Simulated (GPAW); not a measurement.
# SrO (P6_3/mmc) in GPAW: notebook

One crystal, SrO, is run at these levels: r2SCAN, TB-mBJ; tasks: band structure, single point.

Program: GPAW 26.7.0. These are calculated values, not measurements. Logs are shortened: lines on timing, memory, paths and dates and some standing lists are left out, and cuts for length are marked. The log counts tension as positive stress, the text compression.

## Step 1: The structure

The structure is hexagonal, space group P6_3/mmc (No. 194). The conventional cell has a = 3.553 Å, b = 3.553 Å, c = 6.217 Å, α = 90.00°, β = 90.00°, γ = 120.00°. Sr (site symmetry -6m2) is surrounded by 6 O at 2.57 Å. O (site symmetry -3m) is surrounded by 6 Sr at 2.57 Å.

Measurements of this composition are mostly on another form, of space group No. 225.

## Step 2: Band structure, r2SCAN

run.py reads:

```python
from ase import Atoms
from ase.dft.bandgap import bandgap
from ase.io import write
from ase.units import GPa
from gpaw import GPAW, PW

atoms = Atoms(['Sr', 'Sr', 'O', 'O'],
              cell=[[3.5532880902, 0.0, 0.0],
                    [-1.7766440451, 3.0772377531, 0.0],
                    [0.0, 0.0, 6.21730398]],
              scaled_positions=[[0.6666666667, 0.3333333333, 0.75],
                                [0.3333333333, 0.6666666667, 0.25],
                                [0.0, 0.0, 0.5],
                                [0.0, 0.0, 0.0]],
              pbc=True)

calc = GPAW(mode=PW(800),
            xc='MGGA_X_R2SCAN+MGGA_C_R2SCAN',
            kpts={'size': (6, 6, 3), 'gamma': True},
            occupations={'name': 'fermi-dirac', 'width': 0.05},
            nbands=28,
            convergence={'density': 1e-05, 'energy': 1e-05},
            maxiter=150,
            txt='gpaw.txt')
atoms.calc = calc
energy = atoms.get_potential_energy()
forces = atoms.get_forces()
stress = atoms.get_stress()
calc.write('gs.gpw')
write('result.traj', atoms)
print(f'Energy: {energy:.6f} eV')
print('Forces (eV/A):')
print(forces.round(4))
print('Stress (GPa):', (stress / GPa).round(3))
print('Fermi level:', round(calc.get_fermi_level(), 4), 'eV')
print(f'Gap: {bandgap(calc)[0]:.4f} eV, direct: {bandgap(calc, direct=True)[0]:.4f} eV')

path = atoms.cell.bandpath('GMKGALHA,LM,KH', npoints=60, eps=1e-4)
bs_calc = calc.fixed_density(kpts=path, symmetry='off', nbands=43,
                             convergence={'bands': 'CBM+6.0', 'eigenstates': 1e-6}, txt='bands.txt')
bs = bs_calc.band_structure()
bs.write('bs.json')
print(f'Gap on the path: {bandgap(bs_calc)[0]:.4f} eV')
```

Potentials or basis: GPAW PAW data sets (gpaw-data 1.2.1), pw.

Command:

```console
OMP_NUM_THREADS=1 python run.py
```

gpaw.txt:

```text
__  _  _
 | _ |_)|_||  |
 |__||  | ||/\| - 26.7.0

Input parameters:
  mode=PW(ecut=800.0),
  convergence={'density': 1e-05, 'energy': 1e-05},
  kpts=MonkhorstPack(size=(6, 6, 3), gamma=True),
  maxiter=150,
  nbands=28,
  occupations=Occupations(name='fermi-dirac', width=0.05),
  xc=XC(name='MGGA_X_R2SCAN+MGGA_C_R2SCAN')

Diagonalizing LCAO Hamiltonian
Converting LCAO to pw mode

            Sr

       O
         Sr

       O

Atoms  # Å, Bohr magnetons
|   | symbol |         x |        y |        z |    initial magnetic moments |
|---|--------|-----------|----------|----------|-----------------------------|
| 0 |     Sr |  1.776644 | 1.025746 | 4.662978 | ( 0.0000,  0.0000,  0.0000) |
| 1 |     Sr | -0.000000 | 2.051492 | 1.554326 | ( 0.0000,  0.0000,  0.0000) |
| 2 |      O |  0.000000 | 0.000000 | 3.108652 | ( 0.0000,  0.0000,  0.0000) |
| 3 |      O |  0.000000 | 0.000000 | 0.000000 | ( 0.0000,  0.0000,  0.0000) |

Unit cell  # Å
| periodic |         x |        y |        z |  lengths |     angles |
|----------|-----------|----------|----------|----------|------------|
|      yes |  3.553288 | 0.000000 | 0.000000 | 3.553288 |  90.000000 |
|      yes | -1.776644 | 3.077238 | 0.000000 | 3.553288 |  90.000000 |
|      yes |  0.000000 | 0.000000 | 6.217304 | 6.217304 | 120.000000 |

Number of symmetries: 12
Symmetry operations  # r_c * U_cc + t_c -> r_c
|    | kind |            matrix            |
|----|------|------------------------------|
|  0 |  σ   |  1, 1, 0,  0,-1, 0,  0, 0, 1 |
|  1 |  S6  |  1, 1, 0, -1, 0, 0,  0, 0,-1 |
|  2 |  E   |  1, 0, 0,  0, 1, 0,  0, 0, 1 |
|  3 |  C2  |  1, 0, 0, -1,-1, 0,  0, 0,-1 |
|  4 |  C2  |  0, 1, 0,  1, 0, 0,  0, 0,-1 |
|  5 |  C3  |  0, 1, 0, -1,-1, 0,  0, 0, 1 |
|  6 |  S6  |  0,-1, 0,  1, 1, 0,  0, 0,-1 |
|  7 |  σ   |  0,-1, 0, -1, 0, 0,  0, 0, 1 |
|  8 |  σ   | -1, 0, 0,  1, 1, 0,  0, 0, 1 |
|  9 |  i   | -1, 0, 0,  0,-1, 0,  0, 0,-1 |
| 10 |  C3  | -1,-1, 0,  1, 0, 0,  0, 0, 1 |
| 11 |  C2  | -1,-1, 0,  0, 1, 0,  0, 0,-1 |

BZ-sampling:
  Number of BZ points: 108
  Number of IBZ points: 17

  Monkhorst-Pack size: [6, 6, 3]
  Monkhorst-Pack shift: [0.08333333333333333, 0.08333333333333333, 0.0]

K-points  # in reciprocal-cell coordinates
|     |                                coordinates |     weight |
|-----|--------------------------------------------|------------|
|   0 | (  0.00000000,   0.00000000,   0.00000000) | 0.00925926 |
|   1 | (  0.00000000,   0.00000000,   0.33333333) | 0.01851852 |
|   2 | (  0.16666667,   0.00000000,  -0.33333333) | 0.05555556 |
|   3 | (  0.16666667,   0.00000000,   0.00000000) | 0.05555556 |
|   4 | (  0.16666667,   0.00000000,   0.33333333) | 0.05555556 |
|   5 | (  0.33333333,  -0.16666667,   0.00000000) | 0.05555556 |
|   6 | (  0.33333333,  -0.16666667,   0.33333333) | 0.11111111 |
|   7 | (  0.33333333,   0.00000000,  -0.33333333) | 0.05555556 |
|   8 | (  0.33333333,   0.00000000,   0.00000000) | 0.05555556 |
|   9 | (  0.33333333,   0.00000000,   0.33333333) | 0.05555556 |
| ... |                                            |            |
|  16 | (  0.50000000,   0.50000000,   0.33333333) | 0.05555556 |

Plane wave coefficients: 3516
Cutoff: 800.0 eV

Spin-components: 1 (collinear spins)
Bands:           28
Projectors:      20
Spin-degeneracy: 2
Datatype:        complex128

Parallelization:
  kpt:    1
  domain: 1
  band:   1

Density:
  Valence electrons: 32.0
  Components: 1
  Grid points: [24 24 42]
  Charge: 0.0  # |e|

Potential:
  Grid points: [24 24 42]

species:
  Sr:
    name:    Strontium
    Z:       38.0
    valence: 10
    core:    28
    charge:  0.0  # [|e|]
    compensation charges:
      type: gauss
      rc: 0.40  # [Å]
      lmax: 2
    cutoffs:
      filter: 2.39  # [Å]
      core: 1.85  # [Å]
    projectors
    | kind |    occ | energy [eV] | rcut [Å] |
    |------|--------|-------------|----------|
    |   4s |  2.000 |     -40.883 |    1.291 |
    |   5s |  2.000 |      -3.525 |    1.291 |
    |   4p |  6.000 |     -22.826 |    1.291 |
    |    p |        |       4.386 |    1.291 |
    |    d |        |       0.000 |    1.254 |

    Using partial waves for Sr as LCAO basis

  O:
    name:    Oxygen
    Z:       8.0
    valence: 6
    core:    2
    charge:  0.0  # [|e|]
    compensation charges:
      type: gauss
      rc: 0.21  # [Å]
      lmax: 2
    cutoffs:
      filter: 1.17  # [Å]
      core: 0.83  # [Å]
    projectors
    | kind |    occ | energy [eV] | rcut [Å] |
    |------|--------|-------------|----------|
    |   2s |  2.000 |     -23.961 |    0.688 |
    |   2p |  4.000 |      -9.029 |    0.598 |
    |    s |        |       3.251 |    0.688 |
    |    p |        |      18.182 |    0.598 |
    |    d |        |       0.000 |    0.619 |

    Using partial waves for O as LCAO basis

Reference energy: -177075.244618  # eV

eigensolver:
  PPCG
  Converge bands: occupied
  niter=2

density mixing:
  MSR1-Mixer
  Pratt-step length: 0.05
  Maximum mixing coefficient: 0.75
  Old densities: 10
  SVD Regularization: 0.005
  Good broyden scale: 1.0
  Trust region scale: 1.0
  Backstep threshold: 4.0
  History deletion threshold: 6.0
  Fourier metric: weight=20.0, sigma=0.015

occupation numbers:
  Fermi-Dirac:
    width: 0.0500  # eV

poisson solver:
  ecut: 6400.0  # eV

xc functional:
  name: MGGA_X_R2SCAN+MGGA_C_R2SCAN with 2 nearest neighbor stencil

convergence criteria:
- Maximum integral of absolute [dens]ity change: 1e-05 electrons / valence electron
- Maximum [total energy] change in last 3 cyles: 1e-05 eV / valence electron
- Maximum integral of absolute [eigenst]ate change: 4e-08 eV^2 / valence electron
maximum number of iterations: 150

SCF iterations
|iter     | |      energy | eigst |  dens |
|---------|-|-------------|-------|-------|
|iter:   1| |  -64.536463 | +0.44 |       |
|iter:   2| |  -51.557923 | -1.45 | -0.91 |
|iter:   3| |  -53.199590 | -0.32 | -0.94 |
|iter:   4| |  -49.448194 | -0.63 | -0.91 |
|iter:   5| |  -49.251686 | -2.25 | -1.52 |
|iter:   6| |  -49.221763 | -2.62 | -1.95 |
|iter:   7| |  -49.221120 | -4.07 | -2.54 |
|iter:   8| |  -49.221141 | -5.27 | -3.27 |
|iter:   9| |  -49.221133c| -6.12 | -3.62 |
|iter:  10| |  -49.221131c| -6.80 | -3.92 |
|iter:  11| |  -49.221131c| -8.20c| -4.67 |
|iter:  12| |  -49.221131c| -8.36c| -5.28c|

Converged in 12 steps
Energy contributions relative to reference atoms: (reference = -177075.244618)

Energy contributions:
  Kinetic:          22.820241
  Coulomb:         -16.403672
  Zero:             -0.478974
  External:          0.000000
  Xc:              -55.158726
  Entropy:          -0.000000
  Spinorbit:         0.000000
  ----------------------------
  Free energy:     -49.221131
  Extrapolated:    -49.221131

dipole moment: (-9.985459, -17.295322, -17.471882)  # |e|*Ang

Fermi level: 7.901
Eigenvalues  # (at kpt = [0.000, 0.000, 0.000])
| band index |      eig [eV] | occ [0-2] |
|------------|---------------|-----------|
|          0 |       -28.602 |     2.000 |
|        ... |               |           |
|          8 |        -9.630 |     2.000 |
|          9 |        -8.344 |     2.000 |
|         10 |         2.706 |     2.000 |
|         11 |         4.358 |     2.000 |
|         12 |         4.358 |     2.000 |
|         13 |         4.579 |     2.000 |
|         14 |         4.579 |     2.000 |
|         15 |         5.363 |     2.000 |
|         16 |         9.021 |     0.000 |
|         17 |        10.813 |     0.000 |
|         18 |        11.108 |     0.000 |
|         19 |        12.164 |     0.000 |
|         20 |        12.164 |     0.000 |
|         21 |        13.424 |     0.000 |
|         22 |        13.424 |     0.000 |
|         23 |        14.266 |     0.000 |
|        ... |               |           |
|         27 |        17.232 |     0.000 |

Gap: 3.553 eV
Transition (v -> c):
  (s=0, k=0, n=15, [0.00, 0.00, 0.00]) -> (s=0, k=15, n=16, [0.50, 0.50, 0.00])
Direct/indirect transitions are different
Direct gap: 3.658 eV
Transition at: (s=0, k=0, n=15, [0.00, 0.00, 0.00])

Forces  # eV/Ang
|        x |       y |        z |
|----------|---------|----------|
|  0.00000 | 0.00000 |  0.00002 |  # Sr   0
|  0.00000 | 0.00000 | -0.00002 |  # Sr   1
|  0.00000 | 0.00000 |  0.00000 |  # O    2
| -0.00000 | 0.00000 |  0.00000 |  # O    3

Stress tensor  # eV/Ang^3
|         x |         y |         z |
|-----------|-----------|-----------|
| -0.001076 |  0.000000 |  0.000000 |
|  0.000000 | -0.001076 |  0.000000 |
|  0.000000 |  0.000000 | -0.001747 |

# Writing to gs.gpw (mode='')
```

Run time: 5.1 min. Hardware: 1 thread of Arm Neoverse V2, shared host; peak memory 0.49 GiB.

What came out:

* Free energy: -49.2211 eV
* Pressure: 0.2 GPa
* Band gap on the k mesh: 3.55 eV, indirect (least direct gap 3.66 eV)
* Band gap along the path: 3.55 eV, indirect (least direct gap 3.66 eV)

Levels at the corners of the path, in eV from the valence-band top:
```tsv
point	band 12	band 13	band 14	band 15	band 16	band 17	band 18	band 19	band 20	band 21
Γ	-1.00	-1.00	-0.78	-0.78	0.00	3.66	5.45	5.74	6.80	6.80
M	-1.45	-1.41	-1.34	-0.54	-0.24	3.55	6.17	6.57	8.85	9.53
K	-1.43	-1.43	-1.39	-1.39	-0.55	5.13	5.13	8.11	8.48	8.68
Γ	-1.00	-1.00	-0.78	-0.78	0.00	3.66	5.45	5.74	6.80	6.80
A	-1.56	-0.92	-0.92	-0.92	-0.92	5.16	5.16	6.58	6.58	7.79
L	-1.72	-1.21	-1.21	-0.98	-0.98	4.77	4.77	7.32	7.32	9.90
H	-2.10	-1.10	-1.10	-0.69	-0.69	5.48	5.48	7.34	7.34	9.24
A	-1.56	-0.92	-0.92	-0.92	-0.92	5.16	5.16	6.58	6.58	7.79
L	-1.72	-1.21	-1.21	-0.98	-0.98	4.77	4.77	7.32	7.32	9.90
M	-1.45	-1.41	-1.34	-0.54	-0.24	3.55	6.17	6.57	8.85	9.53
K	-1.43	-1.43	-1.39	-1.39	-0.55	5.13	5.13	8.11	8.48	8.68
H	-2.10	-1.10	-1.10	-0.69	-0.69	5.48	5.48	7.34	7.34	9.24
```

Caveat: the PAW data sets were made with another functional, which shifts forces and pressure a little. r2SCAN opens gaps a little over a GGA but as a rule still falls short of measured ones.

## Step 3: Single point, TB-mBJ

run.py reads:

```python
from ase import Atoms
from ase.dft.bandgap import bandgap
from ase.io import write
from gpaw import GPAW, PW

atoms = Atoms(['Sr', 'Sr', 'O', 'O'],
              cell=[[3.5532880902, 0.0, 0.0],
                    [-1.7766440451, 3.0772377531, 0.0],
                    [0.0, 0.0, 6.21730398]],
              scaled_positions=[[0.6666666667, 0.3333333333, 0.75],
                                [0.3333333333, 0.6666666667, 0.25],
                                [0.0, 0.0, 0.5],
                                [0.0, 0.0, 0.0]],
              pbc=True)

calc = GPAW(mode=PW(800),
            xc='TB09',
            kpts={'size': (6, 6, 4), 'gamma': True},
            occupations={'name': 'fermi-dirac', 'width': 0.05},
            nbands=28,
            convergence={'density': 1e-05, 'energy': 1e-05},
            eigensolver='cg',
            maxiter=150,
            txt='gpaw.txt')
atoms.calc = calc
energy = atoms.get_potential_energy()
calc.write('gs.gpw')
write('result.traj', atoms)
print('Fermi level:', round(calc.get_fermi_level(), 4), 'eV')
print(f'Gap: {bandgap(calc)[0]:.4f} eV, direct: {bandgap(calc, direct=True)[0]:.4f} eV')
```

Potentials or basis: GPAW PAW data sets for LDA (gpaw-data 1.2.1), pw.

Command:

```console
OMP_NUM_THREADS=1 python run.py
```

gpaw.txt:

```text
___ ___ ___ _ _ _
 |   |   |_  | | | |
 | | | | | . | | | |
 |__ |  _|___|_____|  26.7.0
 |___|_|

Input parameters:
  convergence: {density: 1e-05,
                energy: 1e-05}
  eigensolver: cg
  kpts: {gamma: True,
         size: (6, 6, 4)}
  maxiter: 150
  mode: {ecut: 800.0,
         name: pw}
  nbands: 28
  occupations: {name: fermi-dirac,
                width: 0.05}
  xc: TB09

System changes: positions, numbers, cell, pbc, initial_charges, initial_magmoms

Initialize ...

species:
  Sr:
    name:    Strontium
    Z:       38.0
    valence: 10
    core:    28
    charge:  0.0  # [|e|]
    compensation charges:
      type: gauss
      rc: 0.40  # [Å]
      lmax: 2
    cutoffs:
      filter: 2.39  # [Å]
      core: 1.85  # [Å]
    projectors
[... 158 lines left out ...]
iter:  10  5939.840802   -1.47  -2.34
iter:  11  5941.045801   -1.28  -2.26
[... 5 lines left out ...]
iter:  17  5941.417754   -3.65  -3.15
iter:  18  5941.425811   -3.50  -3.34
iter:  19  5941.454580   -4.18  -3.67
iter:  20  5941.458824   -4.84  -3.91
iter:  21  5941.460211   -5.32  -3.79
iter:  22  5941.444570   -5.45  -3.83
iter:  23  5941.442420   -5.35  -4.13
iter:  24  5941.429579   -6.23  -3.97
iter:  25  5941.427586   -5.69  -4.41
iter:  26  5941.429965   -6.31  -4.33
iter:  27  5941.430797   -7.53c -4.24
iter:  28  5941.430797   -7.38  -4.20
iter:  29  5941.431374   -6.83  -4.20
iter:  30  5941.420648   -6.01  -4.23
iter:  31  5941.418571   -6.17  -4.78
iter:  32  5941.411413   -6.46  -4.70
iter:  33  5941.413512   -6.85  -5.00
iter:  34  5941.410744   -7.05  -4.87
iter:  35  5941.415864   -7.12  -4.98
iter:  36  5941.411684   -6.91  -4.90
iter:  37  5941.414449   -7.03  -4.98
iter:  38  5941.411155   -7.39  -4.83
iter:  39  5941.412417   -7.33  -5.01c
iter:  40  5941.411707   -7.64c -5.26c
iter:  41  5941.412316   -8.13c -5.38c
iter:  42  5941.412149   -8.29c -5.61c
iter:  43  5941.412119c  -8.94c -6.09c

Converged after 43 iterations.

Dipole moment: (0.000000, -0.000000, -0.000000) |e|*Ang

Energy contributions relative to reference atoms: (reference = -176849.286264)

Kinetic:         +6.189160
Potential:       +8.737991
External:        +0.000000
XC:            +5929.729744
Entropy (-ST):   -0.000000
Local:           -3.244777
SIC:             +0.000000
--------------------------
Free energy:   +5941.412119
Extrapolated:  +5941.412119

Showing only first 2 kpts
 Kpt  Band  Eigenvalues  Occupancy
  0    14      5.61823    2.00000
  0    15      6.37965    2.00000
  0    16     11.81131    0.00000
  0    17     12.69761    0.00000

  1    14      5.58741    2.00000
  1    15      5.96019    2.00000
  1    16     12.28743    0.00000
  1    17     12.91681    0.00000

Fermi level: 7.73903

Gap: 4.830 eV
Transition (v -> c):
  (s=0, k=0, n=15, [0.00, 0.00, 0.00]) -> (s=0, k=21, n=16, [0.50, 0.50, 0.00])
Direct/indirect transitions are different
Direct gap: 5.082 eV
Transition at: (s=0, k=21, n=15, [0.50, 0.50, 0.00])
Writing to gs.gpw (mode='')
```

stdout:

```text
Fermi level: 7.739 eV
Gap: 4.8300 eV, direct: 5.0815 eV
```

Wall time 2.6 min (1 thread of Arm Neoverse V2, shared host); peak memory 0.29 GiB.

What came out:

```yaml
Band_gap_on_the_k_mesh: 4.83 eV, indirect (least direct gap 5.08 eV)
```

Caveat: a model potential gives levels but no total energy; the PAW data sets were made with another functional, which shifts forces and pressure a little. A k mesh can miss the band edges.
